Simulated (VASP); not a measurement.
## CO: single point with PBE+D3(BJ)

CO:

```
CELL_PARAMETERS angstrom
7.74175 0.00000 0.00000
0.00000 7.74175 0.00000
0.00000 0.00000 7.74175
ATOMIC_POSITIONS crystal
O 0.10186 0.97671 0.94573
O 0.60280 0.25180 0.89167
O 0.20442 0.19955 0.44378
O 0.47764 0.73322 0.94043
O 0.43910 0.65521 0.53994
O 0.94249 0.50164 0.97818
O 0.77967 0.32622 0.34342
O 0.74743 0.93028 0.47223
C 0.97357 0.04193 0.91928
C 0.46148 0.25145 0.85355
C 0.25072 0.12400 0.32763
C 0.57313 0.76617 0.04777
C 0.29815 0.64112 0.50332
C 0.99839 0.52145 0.84379
C 0.77278 0.47243 0.34970
C 0.88601 0.88492 0.46679
```

The cell was built by a generator and needn't be a form met in nature.

```yaml
Program: VASP 6.6.1
Task: single point
Functional: PBE
Dispersion: D3(BJ)
Potentials_or_basis: VASP PAW PBE potentials, release 64 (O, C)
Cutoff: 520 eV
k_mesh: 1 × 1 × 1
Occupations: fermi-dirac, width 0.05 eV
Spin: no spin polarisation
Dipole_correction: no
Further_INCAR_settings: LREAL = Auto; ALGO = Fast; EDIFF = 1e-06; NBANDS = 54
```

```yaml
Pressure: 1.0 GPa
Largest_force: 1.617 eV/Å
Band_gap_on_the_k_mesh: 6.00 eV, direct
Dispersion_energy_per_atom: -0.043 eV
```

Forces in eV/Å, atoms in the order of the input:
```
O    1.033 -0.559  0.208
O    1.067  0.033  0.307
O   -0.459  0.756  1.160
O   -0.183 -0.075 -0.180
O    1.211  0.115  0.368
O   -0.254 -0.091  0.631
O    0.063 -1.117 -0.045
O   -1.534  0.507  0.071
C   -1.003  0.491 -0.227
C   -1.124  0.004 -0.313
C    0.500 -0.742 -1.136
C    0.171  0.105  0.192
C   -1.221 -0.140 -0.392
C    0.277  0.097 -0.660
C   -0.044  1.091  0.076
C    1.500 -0.475 -0.059
```

Stress tensor (GPa, compression positive):
```
 1.80 -0.42  0.10
-0.42  0.56  0.21
 0.10  0.21  0.52
```

Levels at points of the mesh, in eV from the valence-band top:
| k point | band 36 | band 37 | band 38 | band 39 | band 40 | band 41 | band 42 | band 43 | band 44 | band 45 |
| --- | --- | --- | --- | --- | --- | --- | --- | --- | --- | --- |
| (0.00, 0.00, 0.00) | -0.50 | -0.36 | -0.30 | -0.19 | 0.00 | 6.00 | 6.16 | 6.22 | 6.25 | 6.29 |

Wall time 38 s on 1 thread of Intel(R) Xeon(R) 6975P-C (Granite Rapids), on a shared host, peak memory 0.45 GiB.

Caveat: the standard files for N, O and F lose accuracy on very short bonds. Expect the measured gap to be larger: semilocal functionals such as PBE lack the derivative discontinuity.
